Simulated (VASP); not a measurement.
# Ga (C2/c) in VASP: further runs

The runs below take Ga through single point, with PBE.

Program: VASP 6.6.1. These are calculated values, not measurements. Logs are shortened: lines on timing, memory, paths and dates and some standing lists are left out, and cuts for length are marked.

### 1 The structure

Symmetry: C2/c, No. 15, monoclinic system. The conventional cell has a = 2.808 Å, b = 8.060 Å, c = 3.391 Å, α = 90.00°, β = 93.00°, γ = 90.00°. Ga (site symmetry 2) is surrounded by 8 Ga at 2.75 to 2.93 Å.

This isn't the form of Ga at room conditions, which is orthorhombic.

### 2 Single point, PBE

Input file INCAR:

```
PREC = Accurate ; ENCUT = 520
EDIFF = 1E-6 ; ISMEAR = 0
SIGMA = 0.1 ; LREAL = False
LASPH = True ; NELM = 100
ALGO = Fast ; ISIF = 2
LWAVE = False ; LCHARG = False
GGA = PE ; NBANDS = 20
```

Input file KPOINTS:

```
regular mesh
0
Gamma
  16 16 12
```

Input file POSCAR:

```
Ga
1.0
    1.4039708263     -4.0297820902     -0.0121211539
    1.4039708263      4.0297820902     -0.0121211539
   -0.1484131913      0.0000000000      3.3874659204
Ga
2
Direct
    0.8659499695      0.1340500305      0.2500000000
    0.1340500305      0.8659499695      0.7500000000
```

Potentials or basis: VASP PAW PBE potentials, release 64 (Ga_d).

Launch:

```bash
cat potpaw_PBE.64/Ga_d/POTCAR > POTCAR
mpirun -np 1 vasp_std > vasp.out
```

OUTCAR:

```text
PREC = Accurate
   ENCUT = 520
   EDIFF = 1E-6
   ISMEAR = 0
   LREAL = False
   LASPH = True
   NELM = 100
   ISIF = 2
   GGA = PE

 ion  position               nearest neighbor table
   1  0.866  0.134  0.250-   2 2.75   2 2.75   2 2.84   2 2.84
   2  0.134  0.866  0.750-   1 2.75   1 2.75   1 2.84   1 2.84

  LATTYP: Found a base centered monoclinic cell.
 ALAT       =     2.8080462984
 B/A-ratio  =     2.8701678405
 C/A-ratio  =     1.2074998680
 COS(beta)  =    -0.0523937168

  Lattice vectors:

 A1 = (   1.4039708263,  -4.0297820902,  -0.0121211539)
 A2 = (   1.4039708263,   4.0297820902,  -0.0121211539)
 A3 = (  -0.1484131913,   0.0000000000,   3.3874659204)

Analysis of symmetry for initial positions (statically):
=====================================================================
 Subroutine PRICEL returns:
 Original cell was already a primitive cell.

 Routine SETGRP: Setting up the symmetry group for a
 base centered monoclinic supercell.

 Subroutine GETGRP returns: Found  4 space group operations
 (whereof  2 operations were pure point group operations)
 out of a pool of  4 trial point group operations.

The static configuration has the point symmetry S_2 .
 The point group associated with its full space group is C_2h.

Analysis of symmetry for dynamics (positions and initial velocities):
=====================================================================
 Subroutine PRICEL returns:
 Original cell was already a primitive cell.

 Routine SETGRP: Setting up the symmetry group for a
 base centered monoclinic supercell.

 Subroutine GETGRP returns: Found  4 space group operations
 (whereof  2 operations were pure point group operations)
 out of a pool of  4 trial point group operations.

The dynamic configuration has the point symmetry S_2 .
 The point group associated with its full space group is C_2h.

 Subroutine INISYM returns: Found  4 space group operations
 (whereof  2 operations are pure point group operations),
 and found     1 'primitive' translations

----------------------------------------------------------------------------------------

                                     Primitive cell

  volume of cell :      38.3160

  direct lattice vectors                    reciprocal lattice vectors
     1.403970826 -4.029782090 -0.012121154     0.356267516 -0.124076188  0.015608954
     1.403970826  4.029782090 -0.012121154     0.356267516  0.124076188  0.015608954
    -0.148413191  0.000000000  3.387465920     0.002549619  0.000000000  0.295317627

  length of vectors
     4.267367420  4.267367420  3.390715535     0.377577916  0.377577916  0.295328633

  position of ions in fractional coordinates (direct lattice)
     0.865949970  0.134050030  0.250000000
     0.134050030  0.865949970  0.750000000

  ion indices of the primitive-cell ions
   primitive index   ion index
                 1           1
                 2           2

----------------------------------------------------------------------------------------

 KPOINTS: regular mesh

Automatic generation of k-mesh.
 Grid dimensions read from file:
 generate k-points for:   16   16   12

 Generating k-lattice:

  Cartesian coordinates                     Fractional coordinates (reciprocal lattice)
     0.022266720 -0.007754762  0.000975560     0.062500000 -0.000000000 -0.000000000
     0.022266720  0.007754762  0.000975560    -0.000000000  0.062500000 -0.000000000
     0.000212468  0.000000000  0.024609802     0.000000000  0.000000000  0.083333333

  Length of vectors
     0.023598620  0.023598620  0.024610719

  Shift w.r.t. Gamma in fractional coordinates (k-lattice)
     0.000000000  0.000000000  0.000000000

 Subroutine IBZKPT returns following result:
 ===========================================

 Found    826 irreducible k-points:

 Following reciprocal coordinates:
            Coordinates               Weight
  0.000000  0.000000  0.000000      1.000000
  0.062500 -0.000000 -0.000000      4.000000
  0.125000 -0.000000 -0.000000      4.000000
  0.187500 -0.000000 -0.000000      4.000000
  0.250000 -0.000000 -0.000000      4.000000
  0.312500 -0.000000  0.000000      4.000000
[... 16 lines left out ...]
 -0.125000  0.062500 -0.000000      4.000000
 -0.062500  0.062500  0.000000      2.000000
 [... further k-points ...]
   k-points           NKPTS =    826   k-points in BZ     NKDIM =    826   number of bands    NBANDS=     20
   number of dos      NEDOS =    301   number of ions     NIONS =      2
   total plane-waves  NPLWV =  28672
   dimension x,y,z NGX =    32 NGY =   32 NGZ =   28
   dimension x,y,z NGXF=    64 NGYF=   64 NGZF=   56
   ions per type =               2
   NGX,Y,Z   is equivalent  to a cutoff of  12.47, 12.47, 13.73 a.u.
   NGXF,Y,Z  is equivalent  to a cutoff of  24.93, 24.93, 27.46 a.u.
 SYSTEM =  unknown system
   PREC   = accura    normal or accurate (medium, high low for compatibility)
   ISTART =      0    job   : 0-new  1-cont  2-samecut
   ICHARG =      2    charge: 1-file 2-atom 10-const
   ISPIN  =      1    spin polarized calculation?
   LNONCOLLINEAR =      F non collinear calculations
   LSORBIT =      F    spin-orbit coupling
   LASPH  =      T    aspherical Exc in radial PAW
   ENCUT  =  520.0 eV  38.22 Ry    6.18 a.u.   7.93  7.93  6.30*2*pi/ulx,y,z
   NELM   =    100;   NELMIN=  2; NELMDL= -5     # of ELM steps
   EDIFF  = 0.1E-05   stopping-criterion for ELM
   LREAL  =      F    real-space projection
   EDIFFG = 0.1E-04   stopping-criterion for IOM
   NSW    =      0    number of steps for IOM
   IBRION =     -1    ionic relax: 0-MD 1-quasi-New 2-CG
   NFREE  =      0    steps in history (QN), initial steepest desc. (CG)
   ISIF   =      2    stress and relaxation
   ISYM   =      2    0-nonsym 1-usesym 2-fastsym
   POTIM  = 0.5000    time-step for ionic-motion
   TEBEG  =    0.0;   TEEND  =   0.0 temperature during run
   PSTRESS=    0.0 pullay stress
   NELECT =      26.0000    total number of electrons
   NUPDOWN=      -1.0000    fix difference up-down
   EMIN   =  10.00;   EMAX   =-10.00  energy-range for DOS
   EFERMI =   0.00;   METHOD = LEGACY
   ISMEAR =     0;   SIGMA  =   0.10  broadening in eV -4-tet -1-fermi 0-gaus
   EFERMI_NEDOS =   21; number of points for ismear=-14 and -15
   IALGO  =     68    algorithm
   IMIX   =      4    mixing-type and parameters
     AMIX     =   0.40;   BMIX     =  1.00
     AMIX_MAG =   1.60;   BMIX_MAG =  1.00
  volume/ion in A,a.u.               =      19.16       129.28
  Fermi-wavevector in a.u.,A,eV,Ry     =   1.438597  2.718554 28.158096  2.069562
  Thomas-Fermi vector in A             =   2.557546
   LORBIT       =      0    0 simple, 1 ext, 2 COOP (PROOUT), +10 PAW based schemes
   GGA     = PE    functional components
   LHFCALC =     F    Hartree Fock is set to
   AEXX    =    0.0000 exact exchange contribution
   IVDW    =     0    specifies the selected vdW correction
   LEPSILON=     F    determine dielectric tensor
   LRPA    =     F    only Hartree local field effects (RPA)
 non-spin polarized calculation
 RMM-DIIS sequential band-by-band and
 Gauss-broadening in eV      SIGMA  =   0.10
  energy-cutoff  :      520.00
  volume of cell :       38.32
 maximum number of plane-waves:      1047
   NGX = 15   NGY = 15   NGZ = 13

 number of electron      26.0000008 magnetization

 Free energy of the ion-electron system (eV)
  ---------------------------------------------------
  ext. energy  EPLUGINS =         0.00000000
  ---------------------------------------------------
  free energy    TOTEN  =        -5.78485694 eV

  energy without entropy =       -5.78148125  energy(sigma->0) =       -5.78316909

 E-fermi :   5.3929     XC(G=0): -10.8937

 val. band max:        5.3915737188   @ k =  -0.1250  -0.2500   0.3333
 cond. band min:       5.3951702240   @ k =  -0.4375   0.0625   0.5000
 fundamental gap:      0.0035965052
 Fermi energy:         5.3928780811

 k-point     1 :       0.0000    0.0000    0.0000
  band No.  band energies     occupation
      1      -9.7616      2.00000
      2      -9.7541      2.00000
      3      -9.7054      2.00000
      4      -9.6993      2.00000
      5      -9.4618      2.00000
      6      -9.4573      2.00000
[... 12 lines left out ...]
     19      15.8285      0.00000
     20      18.1727      0.00000

 k-point     2 :       0.0625   -0.0000   -0.0000
  band No.  band energies     occupation
      1      -9.7589      2.00000
      2      -9.7474      2.00000
      3      -9.7009      2.00000
      4      -9.6830      2.00000
      5      -9.4682      2.00000
      6      -9.4623      2.00000
[... 12 lines left out ...]
     19      16.1048      0.00000
     20      18.8466      0.00000

 k-point     3 :       0.1250   -0.0000   -0.0000
  band No.  band energies     occupation
      1      -9.7510      2.00000
      2      -9.7307      2.00000
      3      -9.6811      2.00000
      4      -9.6429      2.00000
      5      -9.4864      2.00000
      6      -9.4772      2.00000
[... 12 lines left out ...]
     19      16.2360      0.00000
     20      19.3217      0.00000

 k-point     4 :       0.1875   -0.0000   -0.0000
  band No.  band energies     occupation
      1      -9.7395      2.00000
      2      -9.7101      2.00000
      3      -9.6486      2.00000
      4      -9.5903      2.00000
      5      -9.5141      2.00000
      6      -9.4965      2.00000
[... 12 lines left out ...]
     19      16.3393      0.00000
     20      19.9607      0.00000

 k-point     5 :       0.2500   -0.0000   -0.0000
  band No.  band energies     occupation
      1      -9.7270      2.00000
      2      -9.6895      2.00000
      3      -9.6151      2.00000
      4      -9.5684      2.00000
      5      -9.5472      2.00000
      6      -9.4806      2.00000
[... 12 lines left out ...]
     19      16.4550      0.00000
     20      19.4277      0.00000
[... 353 lines left out ...]
      6      -9.5085      2.00000
[... 12 lines left out ...]
     19      15.7578      0.00000
     20      20.4401      0.00000

 k-point    22 :      -0.1875    0.0625    0.0000
  band No.  band energies     occupation
      1      -9.7398      2.00000
      2      -9.7281      2.00000
      3      -9.6926      2.00000
      4      -9.6237      2.00000
      5      -9.4945      2.00000
      6      -9.4914      2.00000
[... 12 lines left out ...]
     19      15.7497      0.00000
     20      20.2423      0.00000

 k-point    23 :      -0.1250    0.0625   -0.0000
  band No.  band energies     occupation
      1      -9.7512      2.00000
      2      -9.7488      2.00000
      3      -9.7107      2.00000
      4      -9.6644      2.00000
      5      -9.4741      2.00000
      6      -9.4727      2.00000
[... 12 lines left out ...]
     19      15.8159      0.00000
     20      18.6330      0.00000

 k-point    24 :      -0.0625    0.0625    0.0000
  band No.  band energies     occupation
      1      -9.7576      2.00000
      2      -9.7555      2.00000
      3      -9.7152      2.00000
      4      -9.6845      2.00000
      5      -9.4643      2.00000
      6      -9.4637      2.00000
[... 12 lines left out ...]
     19      15.8703      0.00000
     20      17.6587      0.00000

 [... further k-points ...]
[... 5 lines left out ...]
  --------------------------------------------------------------------------------------
  -------------------------------------------------------------------------------------
  Total        0.0401379      0.0423676      0.0349758      0.0000000      0.0000000     -0.0010818
  in kB        1.6783600      1.7715952      1.4625061      0.0000000      0.0000000     -0.0452344
  external PRESSURE =       1.6374871 kB  Pullay stress =       0.0000000 kB

 VOLUME and BASIS-vectors are now :
 -----------------------------------------------------------------------------
  energy-cutoff  :      520.00
  volume of cell :       38.32
      direct lattice vectors                 reciprocal lattice vectors
     1.403970826 -4.029782090 -0.012121154     0.356267516 -0.124076188  0.015608954
     1.403970826  4.029782090 -0.012121154     0.356267516  0.124076188  0.015608954
    -0.148413191  0.000000000  3.387465920     0.002549619  0.000000000  0.295317627

 POSITION                                       TOTAL-FORCE (eV/Angst)
 -----------------------------------------------------------------------------------
      1.36687     -2.94940      0.83475        -0.000000      0.003155     -0.000000
      1.29266      2.94940      2.52848         0.000000     -0.003155      0.000000
 -----------------------------------------------------------------------------------
    total drift:                               -0.000000     -0.000000     -0.000000

  FREE ENERGIE OF THE ION-ELECTRON SYSTEM (eV)
  ---------------------------------------------------
  free  energy   TOTEN  =        -5.7848569362 eV

  energy  without entropy=       -5.7814812515  energy(sigma->0) =       -5.78316909
```

Run time: 5.3 min. Hardware: 1 thread of Intel Xeon Platinum 8488C (Sapphire Rapids), shared host; peak memory 0.57 GiB.

Results:

* Free energy: -5.7849 eV
* Pressure: 0.2 GPa
* Largest force: 0.003 eV/Å
* Band gap on the k mesh: none (metal or under the smearing width)

Forces in eV/Å, atoms in the order of the input:
```
Ga   0.000  0.003  0.000
Ga   0.000 -0.003  0.000
```

### 3 Single point, PBE

This run uses another cell than the first one, of 18.54 Å³/atom, 0.968 times its volume.

Input file INCAR:

```
  PREC = Accurate
  ENCUT = 520
  EDIFF = 1E-7
  ISMEAR = 0
  SIGMA = 0.1
  LREAL = F
  LASPH = T
  NELM = 100
  ALGO = Normal
  ISIF = 2
  LWAVE = F
  LCHARG = F
  GGA = PE
  NBANDS = 20
```

Input file KPOINTS:

```
regular mesh
0
Gamma
  8 8 6
```

Input file POSCAR:

```
Ga
1.0
    1.3830000000     -4.0265000000      0.0000000000
    1.3830000000      4.0265000000      0.0000000000
   -0.1174474948      0.0000000000      3.3299294416
Ga
2
Direct
    0.8690000000      0.1310000000      0.2500000000
    0.1310000000      0.8690000000      0.7500000000
```

Potentials or basis: VASP PAW PBE potentials, release 64 (Ga_d).

Launch:

```bash
cat potpaw_PBE.64/Ga_d/POTCAR > POTCAR
mpirun -np 1 vasp_std > vasp.out
```

It took 30 s on 1 thread of Intel Xeon 6975P-C (Granite Rapids), shared host; peak memory 0.21 GiB.

It converged, with:

- Free energy: -5.7788 eV
- Pressure: 2.0 GPa
- Largest force: 0.216 eV/Å
- Band gap on the k mesh: none (metal or under the smearing width)

Forces on the atoms (eV/Å):
```
Ga   0.000  0.216  0.000
Ga   0.000 -0.216  0.000
```

Stress tensor (GPa, compression positive):
```
 0.17  0.00 -0.37
 0.00  2.94  0.00
-0.37  0.00  2.95
```

Levels at points of the mesh, in eV from the Fermi level:
| k point | band 10 | band 11 | band 12 | band 13 | band 14 | band 15 | band 16 | band 17 |
| --- | --- | --- | --- | --- | --- | --- | --- | --- |
| (0.00, 0.00, 0.00) | -14.59 | -11.19 | -2.05 | -1.59 | 1.67 | 5.47 | 9.73 | 10.23 |
| (0.50, 0.00, 0.00) | -14.61 | -6.02 | -4.98 | -1.31 | 0.05 | 5.82 | 6.63 | 8.49 |
| (0.50, 0.50, 0.00) | -14.65 | -9.06 | -8.56 | 4.04 | 4.61 | 5.86 | 6.08 | 7.59 |
| (0.00, 0.00, 0.50) | -14.66 | -7.74 | -7.74 | 1.73 | 1.73 | 2.48 | 2.48 | 11.69 |
| (0.50, 0.00, 0.50) | -14.61 | -2.83 | -2.82 | -1.60 | -1.46 | 1.79 | 2.33 | 4.35 |
| (0.50, 0.50, 0.50) | -14.74 | -5.97 | -5.97 | -4.35 | -4.35 | 10.90 | 10.90 | 11.84 |
